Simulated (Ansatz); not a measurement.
A run of Ansatz 0.2.0 is set up as follows.

input.yaml

```yaml
crystal:
  lattice:
    - [0.0, 2.035, 2.035]
    - [2.035, 0.0, 2.035]
    - [2.035, 2.035, 0.0]
  atoms:
    - { symbol: Au, position: [0.0, 0.0, 0.0] }
kpoints:
  mp_grid: { grid: [11, 11, 11] }
  band_path:
    path:
      - [0.0, 0.0, 0.0]
      - [0.5, 0.0, 0.5]
      - [0.5, 0.25, 0.75]
      - [0.375, 0.375, 0.75]
      - [0.0, 0.0, 0.0]
      - [0.5, 0.5, 0.5]
      - [0.625, 0.25, 0.625]
      - [0.5, 0.25, 0.75]
    npoints: 6
scf:
  occupations: { method: fermi_dirac, width: 0.05 }
hamiltonian:
  xc: rpbe
  pseudopotentials: { kind: all_electron, lapw: { basis_error: 0.001 } }
output:
  forces: true
  stress: true
  eigenvalues: true
```

Potentials or basis: all-electron LAPW, scalar-relativistic.

Run with:

```bash
$ ansatz run input.yaml --threads 1 --pin off --max-ram 3072MiB --backend cpu --events-out ev --progress --plain --runs-dir out
```

(1) Estimate the pressure.

(2) What does it give for the band gap along the path?

Results:

(1) 14.9 GPa.

(2) none (metal or under the smearing width).

Caveat: spin-orbit coupling is left out, which moves the levels of the heavy elements.
